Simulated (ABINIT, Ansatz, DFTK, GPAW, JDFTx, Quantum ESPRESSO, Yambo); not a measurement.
**Cost and result for the band gap of MgO**

Symmetry: Fm-3m, No. 225, cubic system. Conventional cell: a = 4.194 Å, b = 4.194 Å, c = 4.194 Å, α = 90.00°, β = 90.00°, γ = 90.00°. Mg (site symmetry m-3m) has 6 O at 2.10 Å as nearest neighbours. O (site symmetry m-3m) is surrounded by 6 Mg at 2.10 Å.

```csv
rung,level,program and potentials,cutoff (eV),k mesh,task,core time,chip,band gap (eV),miss (eV),notes
GGA,PBE,"Ansatz, Ansatz PAW",420,6 × 6 × 6,band structure,1.1 s,Intel Xeon,4.87,-2.96,8 valence electrons an atom on average
GGA,BLYP,"Ansatz, Ansatz PAW",420,6 × 6 × 6,band structure,1.1 s,Intel Xeon,5.15,-2.68,"potentials made for PBE, which Ansatz adapts in part; 8 valence electrons an atom on average"
GGA,PBEsol,"Ansatz, Ansatz PAW",420,6 × 6 × 6,band structure,1.1 s,Intel Xeon,4.76,-3.07,"potentials made for PBE, which Ansatz adapts in part; 8 valence electrons an atom on average"
GGA,RPBE,"Ansatz, Ansatz PAW",420,6 × 6 × 6,band structure,1.2 s,Intel Xeon,4.98,-2.85,"potentials made for PBE, which Ansatz adapts in part; 8 valence electrons an atom on average"
GGA,revPBE,"Ansatz, Ansatz PAW",420,6 × 6 × 6,band structure,1.5 s,Intel Xeon,4.96,-2.87,"potentials made for PBE, which Ansatz adapts in part; 8 valence electrons an atom on average"
LDA,LDA,"Ansatz, Ansatz PAW",420,6 × 6 × 6,band structure,1.5 s,Intel Xeon,4.78,-3.05,"potentials made for PBE, which Ansatz adapts in part; 8 valence electrons an atom on average"
meta-GGA,r2SCAN,"Ansatz, Ansatz PAW",500,6 × 6 × 6,band structure,2 s,Intel Xeon,5.76,-2.07,"potentials made for PBE, which Ansatz adapts in part; 8 valence electrons an atom on average"
GGA,PBE,"Ansatz, PAW datasets made for the crystal",360,8 × 8 × 8,single point,2.7 s,Intel Xeon Platinum 8488C Sapphire Rapids,(a),?,4 valence electrons an atom on average
Hartree-Fock,Hartree-Fock on PBE,"Yambo, PseudoDojo 0.4.1 SR PBE standard",1143,4 × 4 × 4,Hartree-Fock levels,3.4 s,Intel Xeon 6975P-C Granite Rapids,15.15,+7.32,coarse mesh; 8 valence electrons an atom on average
GGA,PBE,"Ansatz, Ansatz PAW",420,8 × 8 × 8,elastic constants,6.1 s,Arm Neoverse V1,4.87,-2.96,8 valence electrons an atom on average
GGA,PBEsol,"JDFTx, PseudoDojo-SR-PBEsol-0.4.1-standard with smoothed tails",1143,11 × 11 × 11,band structure,9.3 s,Arm Neoverse V2,(b),?,8 valence electrons an atom on average; from the band path
non-local van der Waals functional,BEEF-vdW,"GPAW, GPAW PAW data sets (gpaw-data 1.2.1)",800,9 × 9 × 9,band structure,20 s,Arm Neoverse V1,5.24,-2.59,potentials made for PBE; 8 valence electrons an atom on average
GGA,PBEsol,"Quantum ESPRESSO, SG15 PBE 1.2",1197,11 × 11 × 11,band structure,30 s,Arm Neoverse V2,4.74,-3.09,potentials made for PBE; 8 valence electrons an atom on average
LDA,LDA,"ABINIT, JTH PAW PBE v2.0",762,11 × 11 × 11,band structure,32 s,Arm Neoverse V2,4.78,-3.05,potentials made for PBE; 8 valence electrons an atom on average
GGA,AM05,"ABINIT, JTH PAW PBE v2.0",626,11 × 11 × 11,band structure,35 s,Arm Neoverse V1,4.84,-2.99,potentials made for PBE; 8 valence electrons an atom on average
GGA,BP86,"ABINIT, JTH PAW PBE v2.0",626,11 × 11 × 11,band structure,36 s,Arm Neoverse V1,4.93,-2.90,potentials made for PBE; 8 valence electrons an atom on average
GGA,PBEsol,"DFTK, SG15 1.2 (PBE)",1225,11 × 11 × 11,band structure,62 s,AMD EPYC 9R45 Zen 5,4.74,-3.09,potentials made for PBE; 8 valence electrons an atom on average
non-local van der Waals functional,rev-vdW-DF2,"Quantum ESPRESSO, SG15 PBE 1.2",1197,11 × 11 × 11,band structure,5 min,Arm Neoverse V2,4.92,-2.91,potentials made for PBE; 8 valence electrons an atom on average
```

Times are single runs on shared hosts and different chips, so they are rough; meshes, cutoffs and the tasks' sizes weigh on the time. All rows: no spin polarisation. Gaps are the least found on the k mesh or the band path, and a mesh can miss the band edges. Meshes differ between rows, which moves values too. All levels ran on this one cell, unrelaxed unless noted. Meshes are those of the run's cell of 2 atoms unless a note names another. Misses use the values as printed. Runs on faulty files, with rough fits or with known faults for this quantity aren't shown. No row holds spin-orbit coupling.

Measured: 7.83 eV (arxiv:0908.1581). The runs are for a static lattice.

Q: Estimate the values left out from the other rows.

A: (a) 4.86 eV, miss -2.97; (b) 4.79 eV, miss -3.04.
